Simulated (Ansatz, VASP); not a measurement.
**One calculation of TlBr, two programs**

```
Tl Br
1.0
     3.91453    0.00000    0.00000
     0.00000    3.91453    0.00000
     0.00000    0.00000    3.91453
Tl Br
1 1
Direct
  0.00000 0.00000 0.00000
  0.50000 0.50000 0.50000
```

Alike in both runs: task single point; functional PBEsol; k mesh 6 × 6 × 6; no spin polarisation.

|  | VASP | Ansatz |
| --- | --- | --- |
| version | VASP 6.6.1 | Ansatz 0.2.0 |
| potentials or method | VASP PAW PBE potentials, release 64 (Tl_d, Br), cutoff 520 eV | all-electron LAPW, scalar-relativistic |
| occupations | gaussian, width 0.01 eV | fixed |

```csv
,VASP,Ansatz,Ansatz less VASP
gap on the k mesh at the Fermi level (eV),1.59,1.59,-0.005
pressure (GPa),0.0,0.0,+0.03
```

Ansatz ran all-electron here, so the differences hold the error of VASP's frozen core and of both bases.

Caveats: the PAW data sets were made with another functional, which shifts forces and pressure a little (VASP); spin-orbit coupling is left out, which as a rule narrows the gap of such compounds by several tenths of an eV. A k mesh can miss the band edges. PBEsol gaps usually lie below the measured ones, often by a third to a half.
